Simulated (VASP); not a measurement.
Input:

```
CELL_PARAMETERS angstrom
      4.42423     0.00000     0.00000
      0.00000     4.42423     0.00000
      0.00000     0.00000     2.88726
ATOMIC_POSITIONS crystal
  Ge 0.00000 0.00000 0.00000
  Ge 0.50000 0.50000 0.50000
  O  0.30623 0.30623 0.00000
  O  0.80623 0.19377 0.50000
  O  0.19377 0.80623 0.50000
  O  0.69377 0.69377 0.00000
```

Computed with PBEsol GGA, VASP's PBE PAW potentials (set 64) (plane waves; VASP). Settings: 520 eV cut-off, Gaussian smearing of 0.050 eV, potentials Ge_d O.

### Question
Give the energies of bands 16 to 28 at the high-symmetry points, in eV from the valence-band maximum.

### Answer

```tsv
band	Γ	X	M	Z	R	A
16	-5.49	-8.46	-7.09	-9.32	-8.98	-10.25
17	-5.49	-4.00	-5.12	-5.81	-7.15	-6.78
18	-4.95	-4.00	-5.12	-5.81	-7.15	-6.78
19	-4.58	-3.91	-3.79	-5.14	-5.64	-3.60
20	-3.36	-3.91	-3.79	-5.14	-5.64	-3.60
21	-2.48	-2.88	-2.41	-3.72	-2.78	-3.59
22	-2.04	-2.88	-2.41	-3.72	-2.78	-3.59
23	-2.04	-1.84	-2.15	-2.31	-1.41	-1.36
24	-0.83	-1.84	-2.15	-2.31	-1.41	-1.36
25	-0.83	-0.84	-1.49	-1.90	-1.38	-1.17
26	0.00	-0.84	-1.49	-1.90	-1.38	-1.17
27	1.57	4.67	4.72	5.95	6.17	4.44
28	5.63	4.67	4.72	5.95	6.17	4.44
```

The gap is direct, 1.57 eV, from the valence maximum at Γ to the conduction minimum at Γ.

Measured: gap 4.68 eV (computed value off by -3.11 eV), as given by Kelsey A. Mengle et al., Journal of Applied Physics (2019), arXiv:1905.10301.

The compound is GeO2 in the rutile structure. It was relaxed first.
